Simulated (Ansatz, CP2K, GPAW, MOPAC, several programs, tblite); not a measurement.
# What cheap methods get right for CaO

Aim: run CaO through methods of unlike cost and see what each gets, and at what price.

Method: no spin polarisation, static lattice; gaps from single points on the cell relaxed beforehand with r²SCAN, in MOPAC, tblite, CP2K, GPAW, Ansatz (versions at each run).

## (1) The system as given

It takes space group F-43m (No. 216, cubic). Conventional cell: a = 5.213 Å, b = 5.213 Å, c = 5.213 Å, α = 90.00°, β = 90.00°, γ = 90.00°. Around Ca (site symmetry -43m) lie 4 O at 2.26 Å. O (site symmetry -43m) has 4 Ca at 2.26 Å as nearest neighbours.

Structure file:

```cif
data_structure
_symmetry_space_group_name_H-M 'P 1'
_symmetry_Int_Tables_number 1
_cell_length_a 3.6865
_cell_length_b 3.6865
_cell_length_c 3.6865
_cell_angle_alpha 60.000
_cell_angle_beta 60.000
_cell_angle_gamma 60.000
_cell_volume 35.43
loop_
_atom_site_label
_atom_site_type_symbol
_atom_site_fract_x
_atom_site_fract_y
_atom_site_fract_z
_atom_site_occupancy
Ca1 Ca 0.00000 0.00000 0.00000 1
O1 O 0.25000 0.25000 0.25000 1
```

The structure type (zincblende) is imposed and need not be the compound's stable one.

**Question.** The methods are PM6, PM7, GFN1-xTB (tblite), GFN2-xTB (tblite), PBE/DZVP, PBE/single-zeta, PBE/SZV, coarse PBE, GLLB-SC, PBE, r2SCAN. What gap does r2SCAN give on this cell, and which other methods (full PBE left aside) come nearest to r2SCAN and farthest in gap?

```
                                      quantity                                       value
                                        r2SCAN       gap 3.76 eV, 17.71 Å³/atom, B₀ 82 GPa
gap: nearest and farthest of the other methods  PBE/single-zeta (-0.26 eV), PM7 (-3.76 eV)
```

**Reading.** Among the 9 methods compared for the gap (full PBE left aside), PBE/single-zeta is nearest to r2SCAN and PM7 farthest. A minimal basis or a coarse cutoff and mesh shifts results by its own error, so closeness to r2SCAN can be chance. Cluster runs see only the k-points that fold onto the zone centre, so their gaps can miss the band edges. GLLB-SC is compared with its derivative discontinuity added. No volume is given for PM6, PM7, GFN1-xTB (tblite), GFN2-xTB (tblite), PBE/single-zeta, PBE/SZV, coarse PBE, which can hide a larger miss. Overlaps count as a gap of zero in the misses; they are PBE/SZV -0.05 eV. CPU times run from 0.45 s (coarse PBE) to 33 s (PBE/single-zeta). On this cell GFN1-xTB (tblite), GFN2-xTB (tblite), PBE/DZVP, PBE/single-zeta, PBE/SZV, GLLB-SC cost more than r2SCAN itself (2.9 s), so they are no saving here. PM7, PBE/SZV disagree with r2SCAN even on whether there is a gap. r2SCAN is a yardstick, not the truth: it usually gives gaps below the measured ones.
